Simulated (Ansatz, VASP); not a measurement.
Hg: VASP beside Ansatz

```
Hg
1.0
     5.18512    0.00000    0.00000
    -2.59256    4.49045    0.00000
     0.00000    0.00000    2.98191
Hg
3
Direct
  0.00000 0.00000 0.00000
  0.33333 0.66667 0.50000
  0.66667 0.33333 0.50000
```

Alike in both runs: task single point; functional PBEsol; k mesh 8 × 8 × 12; occupations fermi-dirac, width 0.1 eV; no spin polarisation.

|  | VASP | Ansatz |
| --- | --- | --- |
| version | VASP 6.6.1 | Ansatz 0.2.0 |
| potentials or method | VASP PAW PBE potentials, release 64 (Hg) | plane waves (420 eV) with PAW, scalar-relativistic |
| plane-wave cutoff (eV) | 520 | 420 |
| valence electrons in the cell | 36 | 60 |

```tsv
	VASP	Ansatz	Ansatz less VASP
pressure (GPa)	2.1	1.7	-0.41
largest component of the traceless stress (GPa)	0.55	0.44	-0.105
```

The two sets of potentials don't hold the same shells in valence. Ansatz warned: «pseudo_functional_mismatch».

Caveats: the PAW data sets were made with another functional, which shifts forces and pressure a little (VASP). Spin-orbit coupling is left out, which matters for the levels of Hg.
